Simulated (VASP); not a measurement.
Set up this calculation in VASP 6.6.1, as the native input.

- Task: single point
- Functional: RPBE
- Potentials or basis: VASP PAW PBE potentials, release 64 (S, H)
- Cutoff: 400 eV
- k mesh: 1 × 1 × 1
- Occupations: gaussian, width 0.01 eV
- Spin: no spin polarisation
- Further INCAR settings: ALGO = Normal; EDIFF = 1e-06; NBANDS = 11; ISYM = 0

The structure of SH2 lies in POSCAR:

```
H2S                                     
1.0
   12.3255669104      0.0000000000      0.0000000000
    0.0000000000     12.8255669104      0.0000000000
    0.0000000000      0.0000000000     13.3255669104
  S               H             
     1     2
Selective dynamics
Direct
     0.5240426748000004    0.5082814983000006    0.4599902109999974   F   F   F
     0.5102518241443816    0.4295442893623183    0.5260118629981948   T   T   T
     0.4639902196582149    0.5735585309096710    0.5168398112758340   T   T   T
```

These files were run (other wordings do the same):

INCAR

```
SYSTEM = H2S
PREC = Accurate
ENCUT = 400
EDIFF = 1E-6
ISMEAR = 0
SIGMA = 0.01
LREAL = .False.
LASPH = .True.
NELM = 60
ALGO = Normal
ISIF = 2
LWAVE = .False.
LCHARG = .False.
GGA = RP
NBANDS = 11
ISYM = 0
```

KPOINTS

```
Automatic mesh
0
Gamma
  1 1 1
  0 0 0
```

Potentials or basis: VASP PAW PBE potentials, release 64 (S, H).

The run is started by

```bash
$ cat potpaw_PBE.64/S/POTCAR potpaw_PBE.64/H/POTCAR > POTCAR
$ mpirun -np 1 vasp_gam > vasp.out
```

Results of the run:

| Item | Value |
| --- | --- |
| Largest force | 0.006 eV/Å |
| Gap between the frontier levels | 5.29 eV |

Caveat: the PAW data sets were made with another functional, which shifts forces and pressure a little.

Run time: 69 s on 1 thread of Intel(R) Xeon(R) Platinum 8488C (Sapphire Rapids) (shared host), peak memory 0.96 GiB.
